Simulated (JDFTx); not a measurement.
# Al: equation of state with PBEsol

**Experimental background.**

“The interpretation of polycrystalline coherent inelastic neutron scattering from aluminium”, 2013, pmc:3831299 quotes, for a bulk crystal of Al: bulk modulus 76.9 GPa.

Crystal: Al.

```xyz
1
Lattice="0.0000 2.0248 2.0248 2.0248 0.0000 2.0248 2.0248 2.0248 0.0000" Properties=species:S:1:pos:R:3 pbc="T T T"
Al    0.0000    0.0000    0.0000
```

```json
{
 "Program": "JDFTx 1.7.0 (patched build)",
 "Task": "equation of state",
 "Functional": "PBEsol",
 "Potentials or basis": "PseudoDojo-SR-PBEsol-0.4.1-standard with smoothed tails",
 "Cutoff": "544 eV",
 "Density cutoff": "2177 eV",
 "k mesh": "11 × 11 × 11",
 "Occupations": "fermi-dirac, width 0.05 eV",
 "Spin": "no spin polarisation",
 "Local potential set to -Z/r beyond": "6 bohr",
 "Bands": "6",
 "Density cutoff over wavefunction cutoff": "4",
 "Max SCF steps": "100",
 "SCF threshold on the energy": "1e-09 Ha",
 "Solver of the electrons": "scf"
}
```

```yaml
Equilibrium_volume: 16.18 Å³/atom
Bulk_modulus: 84 GPa
Pressure_derivative_of_the_bulk_modulus: 4.5
```

Energy against volume, from the lowest point:
```csv
volume (Å³/atom),energy (meV/atom)
15.607,5.55
15.939,0.84
16.271,0.00
16.603,2.63
16.935,8.38
17.267,16.90
17.599,27.90
```

Against the measured bulk modulus of Al, 76.9 GPa (quoted in “The interpretation of polycrystalline coherent inelastic neutron scattering from aluminium”, 2013, pmc:3831299), the calculated 84 GPa is off by +9.3 %. The fit is for a static lattice scaled at fixed shape and fixed fractional positions. The cell as given is a measured one (16.60 Å³/atom); PBEsol puts the equilibrium volume -2.5 % from it, thermal expansion not counted.
